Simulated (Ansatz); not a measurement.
Input for Ansatz (plane-wave DFT), Tl:

```yaml
crystal:
  lattice:
    - [1.7810518452, 1.0282907623, 8.2404167867]
    - [-1.7810518452, 1.0282907623, 8.2404167867]
    - [0.0, -2.0565815246, 8.2404167867]
  atoms:
    - { symbol: Tl, position: [0.0, 0.0, 0.0] }
    - { symbol: Tl, position: [0.22094066, 0.22094066, 0.22094066] }
    - { symbol: Tl, position: [0.77905934, 0.77905934, 0.77905934] }
basis:
  ecutwfc: 180
kpoints:
  mp_grid: { grid: [6, 6, 6] }
hamiltonian:
  xc: pbe
  dispersion: d3bjatm
scf:
  occupations: { method: gaussian, width: 0.1 }
  convergence: { dr2_threshold: "1e-11 eV" }
output:
  forces: true
  stress: true
  eigenvalues: true
```

Command:

```bash
ansatz run input.yaml --threads 1 --pin off --max-ram 1331MiB --backend cpu --events-out ev --progress --plain --runs-dir out
```

Output, shortened (HF is the Harris–Foulkes energy, dr2 the density residual in eV):

```text
Warning: basis.ecutwfc = 180 eV is below the records' recommended 420 eV, and the density's cutoff is lower with it unless basis.ecutrho_ratio is high enough to keep the records' density cutoff: compare with a run at a higher cutoff
basis.fft_grid_basis auto: the FFT boxes are laid along the combinations [[1, 0, -1], [0, 1, -1], [0, 0, 1]] of the cell's own vectors, 3.562, 3.562 and 8.493 Å long. The dense box has 16×16×40 points. Along the cell's own vectors, as sized, it would have 40×40×40, 6.25 times as many. Of the 12 symmetry operations that the crystal satisfies within crystal.symmetry.tolerance (time reversal apart …
Pseudopotential: Tl, paw, valence charge 13, recommended cutoff 420 eV (normal)
Crystal: 3 atoms, lattice volume = 90.551 Å³
Basis set: ecut = 180 eV, 481 PW (Γ), FFT grids on a1−a3, a2−a3, a3, exchange–correlation on 32×32×80 points (8 copies of the dense FFT grid, shifted against one another)
Bands: 24, of which v1, the nominal top of the filled ones, is band 20 counted from 1 (19 counted from 0)
Symmetry: 12 space group operations
Space group: R-3m (ITA 166), of the structure as read, at distance tolerance 4.5e-5 Å
k-points: 32 of 216
Initial density: superposition of atomic densities, corrected by the library's trained network
SCF iter   1: HF=-34308.937933 eV  Δρ=9.99e-2  dr2=5.81e0
SCF iter   2: HF=-34306.153415 eV  Δρ=4.38e-2  dr2=8.98e-1
SCF iter   3: HF=-34305.714930 eV  Δρ=5.38e-3  dr2=1.34e-2
SCF iter   4: HF=-34305.722295 eV  Δρ=6.47e-4  dr2=6.30e-4
   ...
SCF iter   8: HF=-34305.722052 eV  Δρ=1.63e-6  dr2=2.11e-9
SCF iter   9: HF=-34305.722052 eV  Δρ=1.67e-7  dr2=3.14e-11
SCF iter  10: F=-34305.722052 eV  HF=-34305.722052 eV  Δρ=3.23e-8  dr2=1.43e-12
SCF 1 converged in 10 iterations: F = -34305.722052 eV  dr2 = 1.43e-12
SCF converged after 10 iterations
Free energy (F): -34305.722052 eV
E sigma→0 (E₀):  -34305.720503 eV
Entropy (-TS):   -0.003098 eV (-1.033 meV/atom)
Fermi energy:    9.955712 eV
--- Forces (eV/Å), atoms counted from 1 ---
  atom   1  Tl     0.00000000     0.00000000    -0.00000000
  atom   2  Tl     0.00000000     0.00000000     0.14167601
  atom   3  Tl    -0.00000000    -0.00000000    -0.14167601
--- Stress (GPa, compression-positive) ---
       -1.464888       0.000000      -0.000000
        0.000000      -1.464888      -0.000000
       -0.000000      -0.000000       2.927989
  P = ⅓ Tr σ = -0.0006 GPa (-0.006 kbar)
```

These settings were drawn at random to show what each does; none of the numbers is a converged property of the crystal.